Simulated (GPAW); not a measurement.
# Sc (P-1) in GPAW: reference runs

Aim: a first look at Sc with PBE, on the cell as given.

All numbers are computed with GPAW 26.7.0; they aren't measurements. Logs are shortened: lines on timing, memory, paths and dates and some standing lists are left out, and cuts for length are marked. The log counts tension as positive stress, the text compression.

## 1. The crystal as given

The typed cell holds 1 atom: a = 3.202 Å, b = 3.216 Å, c = 3.226 Å, α = 61.44°, β = 61.31°, γ = 62.16°.

This isn't the form of Sc at room conditions, which is hcp.

## 2. Single point, PBE

Input file run.py:

```python
from ase import Atoms
from ase.dft.bandgap import bandgap
from ase.io import write
from ase.units import Bohr, GPa
from gpaw import GPAW, PW
from gpaw.elf import elf_from_dft_calculation

atoms = Atoms(['Sc'],
              cell=[[3.2019616822, 0.0, 0.0],
                    [1.5021078373, 2.8441406042, 0.0],
                    [1.5489936237, 0.926446803, 2.6741812389]],
              scaled_positions=[[0.0, 0.0, 0.0]],
              pbc=True)

calc = GPAW(mode=PW(600),
            xc='PBE',
            kpts={'size': (10, 10, 10), 'gamma': True},
            occupations={'name': 'fermi-dirac', 'width': 0.05},
            nbands=14,
            convergence={'density': 1e-05, 'energy': 1e-05},
            maxiter=150,
            txt='gpaw.txt')
atoms.calc = calc
energy = atoms.get_potential_energy()
forces = atoms.get_forces()
stress = atoms.get_stress()
calc.write('gs.gpw')
write('result.traj', atoms)
print(f'Energy: {energy:.6f} eV')
print('Forces (eV/A):')
print(forces.round(4))
print('Stress (GPa):', (stress / GPa).round(3))
print('Fermi level:', round(calc.get_fermi_level(), 4), 'eV')
print(f'Gap: {bandgap(calc)[0]:.4f} eV, direct: {bandgap(calc, direct=True)[0]:.4f} eV')

# fields on the real-space grid
write('density.cube', atoms, data=calc.get_pseudo_density() * Bohr**3)
write('potential.cube', atoms, data=calc.get_electrostatic_potential())
write('elf.cube', atoms, data=elf_from_dft_calculation(calc).data)
```

Potentials or basis: GPAW PAW data sets (gpaw-data 1.2.1), pw.

Command:

```sh
$ OMP_NUM_THREADS=1 python run.py
```

gpaw.txt:

```text
__  _  _
 | _ |_)|_||  |
 |__||  | ||/\| - 26.7.0

Input parameters:
  mode=PW(ecut=600.0),
  convergence={'density': 1e-05, 'energy': 1e-05},
  kpts=MonkhorstPack(size=(10, 10, 10), gamma=True),
  maxiter=150,
  nbands=14,
  occupations=Occupations(name='fermi-dirac', width=0.05),
  xc=XC(name='PBE')

Diagonalizing LCAO Hamiltonian
Converting LCAO to pw mode

       Sc

Atoms  # Å, Bohr magnetons
|   | symbol |        x |        y |        z |    initial magnetic moments |
|---|--------|----------|----------|----------|-----------------------------|
| 0 |     Sc | 0.000000 | 0.000000 | 0.000000 | ( 0.0000,  0.0000,  0.0000) |

Unit cell  # Å
| periodic |        x |        y |        z |  lengths |    angles |
|----------|----------|----------|----------|----------|-----------|
|      yes | 3.201962 | 0.000000 | 0.000000 | 3.201962 | 61.436192 |
|      yes | 1.502108 | 2.844141 | 0.000000 | 3.216436 | 61.306993 |
|      yes | 1.548994 | 0.926447 | 2.674181 | 3.226287 | 62.159620 |

Number of symmetries: 2
Symmetry operations  # r_c * U_cc + t_c -> r_c
|   | kind |            matrix            |
|---|------|------------------------------|
| 0 |  E   |  1, 0, 0,  0, 1, 0,  0, 0, 1 |
| 1 |  i   | -1, 0, 0,  0,-1, 0,  0, 0,-1 |

BZ-sampling:
  Number of BZ points: 1000
  Number of IBZ points: 504

  Monkhorst-Pack size: [10, 10, 10]
  Monkhorst-Pack shift: [0.05, 0.05, 0.05]

K-points  # in reciprocal-cell coordinates
|     |                                coordinates |     weight |
|-----|--------------------------------------------|------------|
|   0 | (  0.00000000,   0.00000000,   0.00000000) | 0.00100000 |
|   1 | (  0.00000000,   0.00000000,   0.10000000) | 0.00200000 |
|   2 | (  0.00000000,   0.00000000,   0.20000000) | 0.00200000 |
|   3 | (  0.00000000,   0.00000000,   0.30000000) | 0.00200000 |
|   4 | (  0.00000000,   0.00000000,   0.40000000) | 0.00200000 |
|   5 | (  0.00000000,   0.00000000,   0.50000000) | 0.00100000 |
|   6 | (  0.00000000,   0.10000000,  -0.40000000) | 0.00200000 |
|   7 | (  0.00000000,   0.10000000,  -0.30000000) | 0.00200000 |
|   8 | (  0.00000000,   0.10000000,  -0.20000000) | 0.00200000 |
|   9 | (  0.00000000,   0.10000000,  -0.10000000) | 0.00200000 |
| ... |                                            |            |
| 503 | (  0.50000000,   0.50000000,   0.50000000) | 0.00100000 |

Plane wave coefficients: 837
Cutoff: 600.0 eV

Spin-components: 1 (collinear spins)
Bands:           14
Projectors:      6
Spin-degeneracy: 2
Datatype:        complex128

Parallelization:
  kpt:    1
  domain: 1
  band:   1

Density:
  Valence electrons: 11.0
  Components: 1
  Grid points: [20 20 20]
  Charge: 0.0  # |e|

Potential:
  Grid points: [20 20 20]

species:
  Sc:
    name:    Scandium
    Z:       21.0
    valence: 11
    core:    10
    charge:  0.0  # [|e|]
    compensation charges:
      type: gauss
      rc: 0.39  # [Å]
      lmax: 2
    cutoffs:
      filter: 2.14  # [Å]
      core: 1.08  # [Å]
    projectors
    | kind |    occ | energy [eV] | rcut [Å] |
    |------|--------|-------------|----------|
    |   3s |  2.000 |     -55.031 |    1.228 |
    |   4s |  2.000 |      -4.183 |    1.228 |
    |   3p |  6.000 |     -33.625 |    1.281 |
    |   4p |  0.000 |      -1.467 |    1.281 |
    |   3d |  1.000 |      -3.233 |    1.196 |
    |    d |        |      23.979 |    1.196 |

    Using partial waves for Sc as LCAO basis

Reference energy: -20788.883120  # eV

eigensolver:
  PPCG
  Converge bands: occupied
  niter=2

density mixing:
  MSR1-Mixer
  Pratt-step length: 0.05
  Maximum mixing coefficient: 0.75
  Old densities: 10
  SVD Regularization: 0.005
  Good broyden scale: 1.0
  Trust region scale: 1.0
  Backstep threshold: 4.0
  History deletion threshold: 6.0
  Fourier metric: weight=20.0, sigma=0.015

occupation numbers:
  Fermi-Dirac:
    width: 0.0500  # eV

poisson solver:
  ecut: 4800.0  # eV

xc functional:
  name: PBE with 2 nearest neighbor stencil

convergence criteria:
- Maximum integral of absolute [dens]ity change: 1e-05 electrons / valence electron
- Maximum [total energy] change in last 3 cyles: 1e-05 eV / valence electron
- Maximum integral of absolute [eigenst]ate change: 4e-08 eV^2 / valence electron
maximum number of iterations: 150

SCF iterations
|iter     | |      energy | eigst |  dens |
|---------|-|-------------|-------|-------|
|iter:   1| |   -4.697458 | +0.16 |       |
|iter:   2| |   -4.678766 | -1.82 | -1.38 |
|iter:   3| |   -4.608354 | -1.57 | -1.42 |
|iter:   4| |   -4.611196 | -3.09 | -2.04 |
|iter:   5| |   -4.612215 | -3.90 | -2.33 |
|iter:   6| |   -4.612216 | -5.93 | -3.69 |
|iter:   7| |   -4.612216c| -6.65 | -4.15 |
|iter:   8| |   -4.612216c| -7.83c| -5.14c|

Converged in 8 steps
Energy contributions relative to reference atoms: (reference = -20788.883120)

Energy contributions:
  Kinetic:          -0.366450
  Coulomb:           0.699329
  Zero:              0.155611
  External:          0.000000
  Xc:               -5.091718
  Entropy:          -0.017975
  Spinorbit:         0.000000
  ----------------------------
  Free energy:      -4.621204
  Extrapolated:     -4.612216

dipole moment: (-16.730710, -10.088592, -7.155045)  # |e|*Ang

Fermi level: 5.795
Eigenvalues  # (at kpt = [0.000, 0.000, 0.000])
| band index |      eig [eV] | occ [0-2] |
|------------|---------------|-----------|
|          0 |       -43.626 |     2.000 |
|          1 |       -22.039 |     2.000 |
|          2 |       -22.036 |     2.000 |
|          3 |       -22.019 |     2.000 |
|          4 |         0.587 |     2.000 |
|          5 |         7.246 |     0.000 |
|          6 |         7.326 |     0.000 |
|          7 |         7.614 |     0.000 |
|          8 |         8.755 |     0.000 |
|          9 |         8.858 |     0.000 |
|         10 |        18.217 |     0.000 |
|         11 |        21.264 |     0.000 |
|         12 |        21.486 |     0.000 |
|         13 |        22.344 |     0.000 |

No gap
No difference between direct/indirect transitions

Forces  # eV/Ang
|       x |       y |       z |
|---------|---------|---------|
| 0.00000 | 0.00000 | 0.00000 |  # Sc   0

Stress tensor  # eV/Ang^3
|         x |         y |         z |
|-----------|-----------|-----------|
| -0.010062 | -0.006160 | -0.003221 |
| -0.006160 | -0.001314 | -0.002633 |
| -0.003221 | -0.002633 | -0.001267 |

# Writing to gs.gpw (mode='')
```

stdout:

```text
Energy: -4.612216 eV
Forces (eV/A):
[[0. 0. 0.]]
Stress (GPa): [-1.612 -0.211 -0.203 -0.422 -0.516 -0.987]
Fermi level: 5.7946 eV
Gap: 0.0000 eV, direct: 0.0000 eV
```

Run time: 81 s. Hardware: 1 thread of Arm Neoverse V1, shared host; peak memory 0.29 GiB.

Results:

| Quantity | Value |
| --- | --- |
| Free energy | -4.6212 eV |
| Pressure | 0.7 GPa |
| Band gap on the k mesh | none (metal or under the smearing width) |
